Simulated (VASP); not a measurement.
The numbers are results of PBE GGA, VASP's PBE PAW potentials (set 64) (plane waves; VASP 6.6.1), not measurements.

VASP ran on this input.

**POSCAR**
```
LiI
1
    0.0000000000     3.0100000000     3.0100000000
    3.0100000000     0.0000000000     3.0100000000
    3.0100000000     3.0100000000     0.0000000000
Li I
1 1
Direct
  0.0000000000   0.0000000000   0.0000000000
  0.5000000000   0.5000000000   0.5000000000
```

File KPOINTS:
```
kpoints
0
G
  10 10 10
0 0 0
```

INCAR:
```
ALGO  =  Normal
CSHIFT  =  0.1
EDIFF  =  1E-7
ENCUT  =  520
GGA  =  PE
ISMEAR  =  0
LASPH  =  .TRUE.
LCHARG  =  .FALSE.
LMAXMIX  =  4
LOPTICS  =  .TRUE.
LREAL  =  .FALSE.
LWAVE  =  .FALSE.
NBANDS  =  27
NEDOS  =  1001
NELM  =  100
PREC  =  Accurate
SIGMA  =  0.01
SYSTEM  =  LiI
```

POTCAR, in this order: Li_sv I (PBE.64 set). Program: vasp_std.

The run wrote:

**OUTCAR**
```
 ion  position               nearest neighbor table
   1  0.000  0.000  0.000-   2 3.01   2 3.01   2 3.01   2 3.01   2 3.01   2 3.01
   2  0.500  0.500  0.500-   1 3.01   1 3.01   1 3.01   1 3.01   1 3.01   1 3.01
  LATTYP: Found a face centered cubic cell.
 ALAT       =     6.0200000000
 Subroutine PRICEL returns:
 Original cell was already a primitive cell.
 Subroutine GETGRP returns: Found 48 space group operations
The static configuration has the point symmetry O_h .
The dynamic configuration has the point symmetry O_h .
 Subroutine INISYM returns: Found 48 space group operations
 Subroutine IBZKPT returns following result:
 Found     47 irreducible k-points:

 Following reciprocal coordinates:
            Coordinates               Weight
  0.000000  0.000000  0.000000      1.000000
  0.100000  0.000000  0.000000      8.000000
  0.200000  0.000000  0.000000      8.000000
  0.300000  0.000000  0.000000      8.000000
  0.400000  0.000000  0.000000      8.000000
  0.500000  0.000000  0.000000      4.000000
  0.100000  0.100000  0.000000      6.000000
  0.200000  0.100000  0.000000     24.000000
  0.300000  0.100000  0.000000     24.000000
...
```

**OSZICAR**
```
       N       E                     dE             d eps       ncg     rms          rms(c)
DAV:   1     0.379932406106E+02    0.37993E+02   -0.30552E+03  2538   0.322E+02
DAV:   2    -0.365333840038E+01   -0.41647E+02   -0.39367E+02  3258   0.757E+01
DAV:   3    -0.578307082518E+01   -0.21297E+01   -0.21129E+01  3390   0.157E+01
DAV:   4    -0.583507424698E+01   -0.52003E-01   -0.51964E-01  3336   0.238E+00
DAV:   5    -0.583584081956E+01   -0.76657E-03   -0.76653E-03  3303   0.287E-01    0.215E+00
DAV:   6    -0.582489501164E+01    0.10946E-01   -0.12823E-02  3248   0.332E-01    0.136E+00
DAV:   7    -0.583002886159E+01   -0.51338E-02   -0.19088E-02  3441   0.391E-01    0.315E-01
DAV:   8    -0.583084280426E+01   -0.81394E-03   -0.25906E-03  3223   0.156E-01    0.551E-02
DAV:   9    -0.583082366870E+01    0.19136E-04   -0.77875E-05  3225   0.295E-02    0.315E-02
DAV:  10    -0.583082800640E+01   -0.43377E-05   -0.24580E-05  3065   0.150E-02    0.429E-03
DAV:  11    -0.583083045384E+01   -0.24474E-05   -0.11664E-06  3410   0.376E-03    0.448E-03
DAV:  12    -0.583083047943E+01   -0.25591E-07   -0.78445E-08  3186   0.937E-04
   1 F= -.58308305E+01 E0= -.58308305E+01  d E =-.243495E-19
 imaginary and real dielectric function
```

### OUTCAR
```
------------------------ aborting loop because EDIFF is reached ----------------------------------------
  FORCE on cell =-STRESS in cart. coord.  units (eV):
  Direction    XX          YY          ZZ          XY          YZ          ZX
  --------------------------------------------------------------------------------------
  Total       -0.0066076     -0.0066076     -0.0066076      0.0000000     -0.0000000     -0.0000000
  in kB       -0.1941011     -0.1941011     -0.1941011      0.0000000     -0.0000000     -0.0000000
  external PRESSURE =      -0.1941011 kB  Pullay stress =       0.0000000 kB
  volume of cell :       54.54
      direct lattice vectors                 reciprocal lattice vectors
     0.000000000  3.010000000  3.010000000    -0.166112957  0.166112957  0.166112957
     3.010000000  0.000000000  3.010000000     0.166112957 -0.166112957  0.166112957
     3.010000000  3.010000000  0.000000000     0.166112957  0.166112957 -0.166112957
 POSITION                                       TOTAL-FORCE (eV/Angst)
 -----------------------------------------------------------------------------------
      0.00000      0.00000      0.00000         0.000000      0.000000      0.000000
      3.01000      3.01000      3.01000        -0.000000     -0.000000     -0.000000
 -----------------------------------------------------------------------------------
    total drift:                                0.000000     -0.000000      0.000000
  FREE ENERGIE OF THE ION-ELECTRON SYSTEM (eV)
  ---------------------------------------------------
  free  energy   TOTEN  =        -5.8308304794 eV

  energy  without entropy=       -5.8308304794  energy(sigma->0) =       -5.83083048

 plasma frequency squared (from intraband transitions) (eV^2)
  --------------------------------------------------------------------------------------
       0.000       0.000      -0.000
       0.000       0.000       0.000
      -0.000       0.000       0.000

 plasma frequency squared (from interband transitions, int dw w eps(2)(w)) (eV^2)
  --------------------------------------------------------------------------------------
     223.886       0.000       0.000      -0.000       0.000       0.000
       0.000       0.000     223.886       0.000      -0.000       0.000
       0.000      -0.000      -0.000      -0.000     223.886       0.000
```
(Selected blocks of OUTCAR.)

The compound is LiI in the rock salt structure. The cell was not relaxed at this level.
